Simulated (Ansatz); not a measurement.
## Pb under changes of volume

One of the cells (40.672 Å³/atom); the others are scaled copies at fixed shape and fractional positions:

```
Pb
1.0
     0.00000    3.43900    3.43900
     3.43900    0.00000    3.43900
     3.43900    3.43900    0.00000
Pb
2
Cartesian
  1.7195 1.7195 1.7195
  0.0000 0.0000 0.0000
```

This isn't the form of Pb at room conditions, which is fcc.

| Quantity | Value |
| --- | --- |
| Program | Ansatz 0.2.0 |
| Functional | HSE06 |
| Potentials or basis | Ansatz PAW |
| Cutoff | 420 eV (not typed: the program's choice for these potentials) |
| k mesh | 4 × 4 × 4 |
| Occupations | fermi-dirac, width 0.05 eV |
| Spin | no spin polarisation |

| volume (Å³/atom) | energy over the lowest point (meV/atom) | pressure (GPa) |
| --- | --- | --- |
| 38.232 | 50.12 | 4.0 |
| 39.045 | 33.00 | 3.1 |
| 39.859 | 20.00 | 2.3 |
| 40.672 | 10.57 | 1.6 |
| 41.486 | 4.25 | 1.0 |
| 42.299 | ? | ? |
| 43.112 | 0.00 | -0.1 |

Task: What does the run at 42.299 Å³/atom give?

Result: Energy over the lowest point 0.81 meV/atom; pressure 0.4 GPa.

Worked out: A Birch-Murnaghan fit of order 3 (a polynomial in V^(-2/3)) to the other rows has its minimum at 43.01 Å³/atom with B0 = V·E''(V) = 24 GPa and B' = 5.1. It gives 0.87 meV/atom at 42.299 Å³/atom, against the run's 0.81, and -dE/dV = 0.4 GPa, against 0.4.

Energies are extrapolated to zero smearing.

Caveats: all runs use coarse meshes; the PAW data sets come from PBE, with cores solved anew for the run's functional, which leaves a small shift of forces and pressure; the thresholds are loose for stress.
